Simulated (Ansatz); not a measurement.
# Zr (bcc type): the cost of one run

Program: Ansatz 0.2.0. Level of theory: DFT, PBE, all-electron LAPW, scalar-relativistic. These are calculated values, not measurements.

2 further runs of the same task are left out: 1 that didn't finish, 1 set aside as unsound or not needed.

### Step 1. Starting point

The structure is cubic, space group Im-3m (No. 229). Conventional cell: a = 3.575 Å, b = 3.575 Å, c = 3.575 Å, α = 90.00°, β = 90.00°, γ = 90.00°. Zr (site symmetry m-3m) has 8 Zr at 3.10 Å as nearest neighbours.

As a file:

```cif
data_structure
_symmetry_space_group_name_H-M 'P 1'
_symmetry_Int_Tables_number 1
_cell_length_a 3.0959
_cell_length_b 3.0959
_cell_length_c 3.0959
_cell_angle_alpha 109.471
_cell_angle_beta 109.471
_cell_angle_gamma 109.471
_cell_volume 22.84
loop_
_atom_site_label
_atom_site_type_symbol
_atom_site_fract_x
_atom_site_fract_y
_atom_site_fract_z
_atom_site_occupancy
Zr1 Zr 0.00000 0.00000 0.00000 1
```

The structure (bcc type) was typed from a prototype and relaxed by PAW; whether it is the ground state wasn't tested.

### Step 2. With plane-wave cutoff typed as 90 eV

The input, input.yaml:

```yaml
crystal:
  lattice:
    - [-1.7874363924, 1.7874363924, 1.7874363924]
    - [1.7874363924, -1.7874363924, 1.7874363924]
    - [1.7874363924, 1.7874363924, -1.7874363924]
  atoms:
    - { symbol: Zr, position: [0.0, 0.0, 0.0] }
kpoints:
  mp_grid: { grid: [16, 16, 16] }
scf:
  occupations: { method: fermi_dirac, width: 0.05 }
hamiltonian:
  xc: pbe
  pseudopotentials: { kind: all_electron, lapw: { basis_error: 0.00025 } }
output:
  forces: true
  stress: true
  eigenvalues: true
basis:
  ecutwfc: 90
```

Started as:

```bash
ansatz run input.yaml --threads 1 --pin off --max-ram 2048MiB --backend cpu --events-out ev --progress --plain --runs-dir out
```

Q: Estimate wall time and peak memory on 1 thread of Arm Neoverse V2, shared host.

About 7.2 s, with a peak of 0.28 GiB.
